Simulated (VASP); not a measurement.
Write the native input for VASP 6.6.1 that does the following.

```yaml
Task: single point
Functional: PBE
Potentials_or_basis: VASP PAW PBE potentials, release 64 (Cu)
Cutoff: 520 eV
k_mesh: 13 × 13 × 13
Occupations: fermi-dirac, width 0.05 eV
Spin: no spin polarisation
Further_INCAR_settings: ALGO = Normal; EDIFF = 1e-07; NBANDS = 12
```

The structure of Cu lies in POSCAR:

```
Cu
1.0
   -1.4427933200      1.4427933200      1.3760814500
    1.4427933200     -1.4427933200      1.3760814500
    1.4427933200      1.4427933200     -1.3760814500
Cu
1
Direct
    0.0000000000      0.0000000000      0.0000000000
```

This isn't the form of Cu at room conditions, which is fcc.

These files were run (other wordings do the same):

INCAR

```
SYSTEM = Cu
PREC = Accurate ; ENCUT = 520
EDIFF = 1E-7 ; ISMEAR = -1
SIGMA = 0.05 ; LREAL = .False.
LASPH = .True. ; NELM = 60
ALGO = Normal ; ISIF = 2
LWAVE = .False. ; LCHARG = .True.
GGA = PE ; LELF = .True.
LVHAR = .True. ; NBANDS = 12
```

KPOINTS

```
regular mesh
0
Gamma
  13 13 13
  0 0 0
```

Potentials or basis: VASP PAW PBE potentials, release 64 (Cu).

Launch:

```console
$ cat potpaw_PBE.64/Cu/POTCAR > POTCAR
$ mpirun -np 1 vasp_std > vasp.out
```

Results of the run:

| Property | Result |
| --- | --- |
| Pressure | 7.9 GPa |
| Band gap on the k mesh | none (metal or under the smearing width) |

It took 9.7 s on 1 thread of AMD EPYC 9R45 (Zen 5), on a shared host, peak memory 0.1 GiB.
